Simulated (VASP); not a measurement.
## PtSe2: single point with LDA+U

The system is PtSe2.

```xyz
3
Lattice="3.2802 -2.0108 0.0000 3.2802 2.0108 0.0000 -0.0032 0.0000 4.6258" Properties=species:S:1:pos:R:3 pbc="T T T"
Pt    0.0000    0.0000    0.0000
Se    4.5120    0.0000    1.3364
Se    2.0452    0.0000    3.2894
```

The cell was built by a generator and isn't the measured one.

```json
{
  "Program": "VASP 6.6.1",
  "Task": "single point",
  "Functional": "LDA",
  "Potentials or basis": "VASP PAW LDA potentials, release 64 (Pt, Se)",
  "Cutoff": "520 eV",
  "k mesh": "6 × 6 × 4",
  "Occupations": "gaussian, width 0.05 eV",
  "Spin": "collinear spin, ferromagnetic start",
  "Starting moments": "[0.5, 0.0, 0.0] μB",
  "Fixed moment": "3 μB",
  "Hubbard terms": "Pt d U = 8 eV"
}
```

```yaml
Pressure: -0.9 GPa
Largest_force: 0.517 eV/Å
Net_moment: 3.00 μB per cell
Site_moments: Pt +1.26; Se +0.60 μB
Valence_electrons_inside_the_program's_atomic_spheres: Pt 9.79; Se 3.73
```

Forces in eV/Å, atoms in the order of the input:
```
Pt   0.000  0.000  0.000
Se  -0.449  0.000 -0.256
Se   0.449  0.000  0.256
```

Stress tensor (GPa, compression positive):
```
-0.85  0.00 -1.72
 0.00 -3.51  0.00
-1.72  0.00  1.65
```

Eigenvalues of the final occupation matrices:
| site | spin | trace | eigenvalues |
| --- | --- | --- | --- |
| site 1 d | 1 | 4.97 | 0.98 0.98 0.98 1.01 1.02 |
| site 1 d | 2 | 3.83 | 0.28 0.70 0.95 0.95 0.96 |

Run time: 100 s on 1 thread of Intel(R) Xeon(R) 6975P-C (Granite Rapids), with other jobs on the host, peak memory 0.23 GiB.

Caveat: the moment is held away from its start; the total moment is fixed, so each spin has its own Fermi level. Spin-orbit coupling is left out, which matters for the levels of Pt.
